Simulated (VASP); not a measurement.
# ZnSe (Stilleite) (F-43m) in VASP: notebook, part 2 of 2

VASP 6.6.1.

## 3. Relaxation of cell and atoms, PBE-EpsX

File POSCAR:

```
ZnSe
1.0
    0.0000000000      2.8338000000      2.8338000000
    2.8338000000      0.0000000000      2.8338000000
    2.8338000000      2.8338000000      0.0000000000
Se Zn
1 1
Direct
    0.7500000000      0.7500000000      0.7500000000
    0.0000000000      0.0000000000      0.0000000000
```

File INCAR.step1:

```
SYSTEM = ZnSe
  PREC = Accurate
  ENCUT = 600
  EDIFF = 1E-8
  ISMEAR = -1
  SIGMA = 0.05
  LREAL = .FALSE.
  LASPH = .TRUE.
  NELM = 80
  ALGO = Normal
  LWAVE = .FALSE.
  LCHARG = .FALSE.
  GGA = PE
  LEPSILON = .TRUE.
```

File KPOINTS.step1:

```
Automatic mesh
0
G
  8 8 8
  0 0 0
```

File INCAR.step2:

```
SYSTEM = ZnSe
  PREC = Accurate
  ENCUT = 600
  EDIFF = 1E-5
  ISMEAR = -1
  SIGMA = 0.05
  LREAL = .FALSE.
  LASPH = .TRUE.
  NELM = 80
  ALGO = Normal
  LWAVE = .TRUE.
  LCHARG = .FALSE.
  GGA = PE
```

File KPOINTS.step2:

```
regular mesh
0
G
  4 4 4
  0 0 0
```

File INCAR.step3:

```
SYSTEM = ZnSe
  PREC = Accurate
  ENCUT = 600
  EDIFF = 1E-7
  ISMEAR = -1
  SIGMA = 0.05
  LREAL = .FALSE.
  LASPH = .TRUE.
  NELM = 80
  ALGO = Normal
  ISIF = 3
  LWAVE = .FALSE.
  LCHARG = .FALSE.
  GGA = PE
  LHFCALC = .TRUE.
  AEXX = 0.1286
  PRECFOCK = Fast
  IBRION = 2
  NSW = 60
  EDIFFG = -0.02
  ISTART = 1
```

File KPOINTS.step3:

```
regular mesh
0
G
  4 4 4
  0 0 0
```

Potentials or basis: VASP PAW PBE potentials, release 64 (Se, Zn).

The run is started by

```sh
$ cat potpaw_PBE.64/Se/POTCAR potpaw_PBE.64/Zn/POTCAR > POTCAR
$ cp INCAR.step1 INCAR
$ cp KPOINTS.step1 KPOINTS
$ mpirun -np 1 vasp_std > vasp.out
$ cp INCAR.step2 INCAR
$ cp KPOINTS.step2 KPOINTS
$ mpirun -np 1 vasp_std > vasp.out
$ cp INCAR.step3 INCAR
$ cp KPOINTS.step3 KPOINTS
$ mpirun -np 1 vasp_std > vasp.out
```

OUTCAR:

```text
SYSTEM = ZnSe
   PREC = Accurate
   ENCUT = 600
   EDIFF = 1E-7
   ISMEAR = -1
   LREAL = .FALSE.
   LASPH = .TRUE.
   NELM = 80
   ISIF = 3
   GGA = PE
   LHFCALC = .TRUE.
   AEXX = 0.1286
   PRECFOCK = Fast
   IBRION = 2
   NSW = 60
   EDIFFG = -0.02
   ISTART = 1

 ion  position               nearest neighbor table
   1  0.750  0.750  0.750-   2 2.45   2 2.45   2 2.45   2 2.45
   2  0.000  0.000  0.000-   1 2.45   1 2.45   1 2.45   1 2.45

  LATTYP: Found a face centered cubic cell.
 ALAT       =     5.6676000000

  Lattice vectors:

 A1 = (   0.0000000000,   2.8338000000,   2.8338000000)
 A2 = (   2.8338000000,   0.0000000000,   2.8338000000)
 A3 = (   2.8338000000,   2.8338000000,   0.0000000000)

Analysis of symmetry for initial positions (statically):
=====================================================================
 Subroutine PRICEL returns:
 Original cell was already a primitive cell.

 Routine SETGRP: Setting up the symmetry group for a
 face centered cubic supercell.

 Subroutine GETGRP returns: Found 24 space group operations
 (whereof 24 operations were pure point group operations)
 out of a pool of 48 trial point group operations.

The static configuration has the point symmetry T_d .

Analysis of symmetry for dynamics (positions and initial velocities):
=====================================================================
 Subroutine PRICEL returns:
 Original cell was already a primitive cell.

 Routine SETGRP: Setting up the symmetry group for a
 face centered cubic supercell.

 Subroutine GETGRP returns: Found 24 space group operations
 (whereof 24 operations were pure point group operations)
 out of a pool of 48 trial point group operations.

The dynamic configuration has the point symmetry T_d .

 Subroutine INISYM returns: Found 24 space group operations
 (whereof 24 operations are pure point group operations),
 and found     1 'primitive' translations

----------------------------------------------------------------------------------------

[... 99 lines left out ...]
   LORBIT       =      0    0 simple, 1 ext, 2 COOP (PROOUT), +10 PAW based schemes
   GGA     = PE    functional components
   LHFCALC =     T    Hartree Fock is set to
   PRECFOCK=fast      Normal, Fast or Accurate (Low or Medium for compatibility)
   ENCUT4O =  -1.0   cutoff for four orbital integrals eV
   NKREDX  =     1    reduce k-point grid by
   NKREDY  =     1    reduce k-point grid by
   NKREDZ  =     1    reduce k-point grid by
   AEXX    =    0.1286 exact exchange contribution
   HFSCREEN=    0.0000 screening length (either q_TF or 0.3 A-1)
   HFSCREENC=   0.0000 screening length for correlation (either q_TF or 0.3 A-1)
   ENCUTFOCK=  -1.0 apply spherical cutoff to Coloumb kernel
   IVDW    =     0    specifies the selected vdW correction
   LEPSILON=     F    determine dielectric tensor
   LRPA    =     F    only Hartree local field effects (RPA)
 conjugate gradient relaxation of ions
 non-spin polarized calculation
  energy-cutoff  :      600.00
  volume of cell :       45.51
 maximum number of plane-waves:      1540
  NGX = 18; NGY = 18; NGZ = 18

--------------------------------------- Ionic step        1  -------------------------------------------

 number of electron      17.9999991 magnetization

 Free energy of the ion-electron system (eV)
  ---------------------------------------------------
  ext. energy  EPLUGINS =         0.00000000
  ---------------------------------------------------
  free energy    TOTEN  =        -6.95660599 eV

  energy without entropy =       -6.95660599  energy(sigma->0) =       -6.95660599

------------------------ aborting loop because EDIFF is reached ----------------------------------------

  FORCE on cell =-STRESS in cart. coord.  units (eV):
  Direction    XX          YY          ZZ          XY          YZ          ZX
  --------------------------------------------------------------------------------------
  -------------------------------------------------------------------------------------
  Total        0.5263770      0.5263770      0.5263770      0.0000000      0.0000000      0.0000000
  in kB       18.5297663     18.5297663     18.5297663      0.0000000      0.0000000      0.0000000
  external PRESSURE =      18.5297663 kB  Pullay stress =       0.0000000 kB
[... 59 lines left out ...]
--------------------------------------- Ionic step        3  -------------------------------------------

 number of electron      18.0000011 magnetization

 Free energy of the ion-electron system (eV)
  ---------------------------------------------------
  ext. energy  EPLUGINS =         0.00000000
  ---------------------------------------------------
  free energy    TOTEN  =        -6.96419555 eV

  energy without entropy =       -6.96419555  energy(sigma->0) =       -6.96419555

 E-fermi :   1.9499     XC(G=0):  -8.1832

 val. band max:        0.8652074065   @ k =   0.0000   0.0000   0.0000
 cond. band min:       2.9592386766   @ k =   0.0000   0.0000   0.0000
 fundamental gap:      2.0940312701
 Fermi energy:         1.9499357238

 k-point     1 :       0.0000    0.0000    0.0000
  band No.  band energies     occupation
      1     -12.8038      2.00000
      2      -6.4623      2.00000
      3      -6.4623      2.00000
      4      -6.4623      2.00000
      5      -6.1417      2.00000
      6      -6.1417      2.00000
      7       0.8652      2.00000
      8       0.8652      2.00000
      9       0.8652      2.00000
     10       2.9592      0.00000
     11       7.6257      0.00000
     12       7.6257      0.00000
     13       7.6257      0.00000
[... 139 lines left out ...]
  FREE ENERGIE OF THE ION-ELECTRON SYSTEM (eV)
  ---------------------------------------------------
  free  energy   TOTEN  =        -6.9641955529 eV

  energy  without entropy=       -6.9641955528  energy(sigma->0) =       -6.96419555

 reached required accuracy - stopping structural energy minimisation
```

OUTCAR.step2:

```text
SYSTEM = ZnSe
   PREC = Accurate
   ENCUT = 600
   EDIFF = 1E-5
   ISMEAR = -1
   LREAL = .FALSE.
[... 330 lines left out ...]
      4.25070      4.25070      4.25070         0.000000      0.000000      0.000000
      0.00000      0.00000      0.00000        -0.000000     -0.000000     -0.000000
 -----------------------------------------------------------------------------------
    total drift:                               -0.000000     -0.000000     -0.000000

  FREE ENERGIE OF THE ION-ELECTRON SYSTEM (eV)
  ---------------------------------------------------
  free  energy   TOTEN  =        -5.9528841317 eV

  energy  without entropy=       -5.9528839202  energy(sigma->0) =       -5.95288403
```

It took 7.5 min on 1 thread of Intel Xeon 6975P-C (Granite Rapids), shared host; peak memory 0.34 GiB.

What came out:

```yaml
Free_energy: -6.9642 eV
Relaxed_volume: 23.43 Å³/atom
Relaxed_cell: a = 4.047 Å, b = 4.047 Å, c = 4.047 Å, α = 60.00°, β = 60.00°, γ = 60.00°
Space_group_after_relaxing_to_0.05_Å: F-43m (No. 216)
Energy_gained_by_relaxing: 3.8 meV/atom
Ionic_steps: 3
Pressure_after_relaxing: 0.0 GPa
Band_gap_on_the_k_mesh: 2.09 eV, direct
```

Step by step:
```csv
step,energy change (eV),largest force (eV/Å),pressure (GPa),volume (Å³)
1,0.0000,0.0000,1.85,45.51
2,-0.0069,0.0000,-0.53,47.27
3,-0.0076,0.0000,0.02,46.85
```

Final structure:
```xyz
2
Lattice="0.0000 2.8613 2.8613 2.8613 0.0000 2.8613 2.8613 2.8613 0.0000" Properties=species:S:1:pos:R:3 pbc="T T T"
Se    4.2920    4.2920    4.2920
Zn    0.0000    0.0000    0.0000
```

Caveat: the k mesh is coarse (spacing up to 0.48 Å⁻¹), so the values aren't converged, least of all with exact exchange; the PAW data sets were made with another functional, which shifts forces and pressure a little. Zero-point motion and thermal expansion aren't in these numbers.

## 4. G0W0 quasiparticle levels, PBE

POSCAR is that of step 3.

File INCAR.step1:

```
ALGO = Normal
EDIFF = 1E-8
ENCUT = 450
GGA = PE
ISMEAR = 0
LASPH = T
LCHARG = F
LREAL = F
LWAVE = T
NELM = 100
PREC = Accurate
SIGMA = 0.01
```

File INCAR.step2:

```
ALGO = Exact
EDIFF = 1E-8
ENCUT = 450
GGA = PE
ISMEAR = 0
ISTART = 1
LASPH = T
LCHARG = F
LOPTICS = T
LREAL = F
LWAVE = T
NBANDS = 282
NELM = 1
PREC = Accurate
SIGMA = 0.01
```

File INCAR.step3:

```
ALGO = EVGW0
EDIFF = 1E-8
ENCUT = 450
ENCUTGW = 260
GGA = PE
ISMEAR = 0
ISTART = 1
LASPH = T
LCHARG = F
LREAL = F
LWAVE = F
NBANDS = 282
NBANDSGW = 17
NELMGW = 1
NOMEGA = 48
PREC = Accurate
PRECFOCK = Fast
SIGMA = 0.01
```

File KPOINTS:

```
k-points
0
Gamma
  4 4 4
```

Potentials or basis: VASP PAW PBE potentials, release 64 (Se_GW, Zn_GW).

The run is started by

```sh
$ cat potpaw_PBE.64/Se_GW/POTCAR potpaw_PBE.64/Zn_GW/POTCAR > POTCAR
$ cp INCAR.step1 INCAR
$ mpirun -np 1 vasp_std > vasp.out
$ cp INCAR.step2 INCAR
$ mpirun -np 1 vasp_std > vasp.out
$ cp INCAR.step3 INCAR
$ mpirun -np 1 vasp_std > vasp.out
```

OUTCAR:

```text
EDIFF = 1E-8
   ENCUT = 450
   ENCUTGW = 260
   GGA = PE
   ISMEAR = 0
   ISTART = 1
   LASPH = T
   LREAL = F
   NELMGW = 1
   PREC = Accurate
   PRECFOCK = Fast

 Found      8 irreducible k-points:

 Following reciprocal coordinates:
            Coordinates               Weight
  0.000000  0.000000  0.000000      1.000000
  0.250000  0.000000  0.000000      8.000000
  0.500000  0.000000  0.000000      4.000000
  0.250000  0.250000  0.000000      6.000000
  0.500000  0.250000  0.000000     24.000000
 -0.250000  0.250000  0.000000     12.000000
   k-points           NKPTS =      8   k-points in BZ     NKDIM =     64   number of bands    NBANDS=    282
   number of dos      NEDOS =    301   number of ions     NIONS =      2
[... 58 lines left out ...]
   ENCUTLF             =  -1.0    cutoff for local field effects
   NELMGW              =     1    number of iterations in solving QP/BSE equation
   NELMHF              =     1    number of iterations in the inner HF iteration
   NKREDLFX            =     1    NKREDLFY  =   1   NKREDLFZ  =   1
 non-spin polarized calculation
 Gauss-broadening in eV      SIGMA  =   0.01
  energy-cutoff  :      450.00
  volume of cell :       45.51
 maximum number of plane-waves:       992
  NGX = 16; NGY = 16; NGZ = 16
   NGX = 13   NGY = 13   NGZ = 13
 maximum number of plane-waves:       444

 QP shifts <psi_nk| G(iteration)W_0 |psi_nk>: iteration 1
 for sc-GW calculations column KS-energies equals QP-energies in previous step
 and V_xc(KS)=  KS-energies - (<T + V_ion + V_H > + <T+V_H+V_ion>^1  + <V_x>^1)

 k-point   1 :       0.0000    0.0000    0.0000
  band No.  KS-energies  QP-energies   sigma(KS)   V_xc(KS)     V^pw_x(r,r')   Z            occupation Imag(sigma)

      1     -10.5789     -11.2518     -13.3521     -12.3136     -19.8450       0.6480       2.0000       0.8129
      2      -3.8940      -5.3789     -21.9185     -19.6867     -30.8350       0.6653       2.0000       0.1657
      3      -3.8940      -5.3789     -21.9185     -19.6867     -30.8350       0.6653       2.0000       0.1657
      4      -3.8940      -5.3789     -21.9185     -19.6867     -30.8350       0.6653       2.0000       0.1657
      5      -3.5273      -5.0697     -22.8011     -20.4991     -32.0202       0.6700       2.0000       0.1612
      6      -3.5273      -5.0697     -22.8011     -20.4991     -32.0202       0.6700       2.0000       0.1612
[... 102 lines left out ...]
      4      -3.6399      -5.1053     -21.4200     -19.2372     -30.0129       0.6713       2.0000       0.1632
      5      -3.5391      -5.0787     -22.7567     -20.4605     -31.9754       0.6705       2.0000       0.1624
      6      -3.4774      -5.0043     -22.6021     -20.3350     -31.7064       0.6735       2.0000       0.1624
[... 9 lines left out ...]
     16      16.7492      16.8220      -9.7328      -9.8295      -3.7209       0.7519       0.0000      -0.5968
     17      17.2388      17.2000      -8.6186      -8.5671      -2.8252       0.7537       0.0000      -0.5187

 [... further k-points ...]
```

Run time: 6.7 min. Hardware: 1 thread of AMD EPYC 9R45 (Zen 5), shared host; peak memory 0.74 GiB.

The run converged, but some of its settings lie outside the range that counts as converged, so its numbers aren't taken as properties of the crystal.

What came out:

- Band gap on the k mesh, mean-field level: 1.27 eV, direct
- Quasiparticle gap: 2.38 eV
- Least direct quasiparticle gap: 2.38 eV

Caveat: the k mesh is coarse (spacing up to 0.48 Å⁻¹), so the values aren't converged; bands, screening cutoff and mesh are small and nothing is extrapolated, so the quasiparticle values aren't converged.
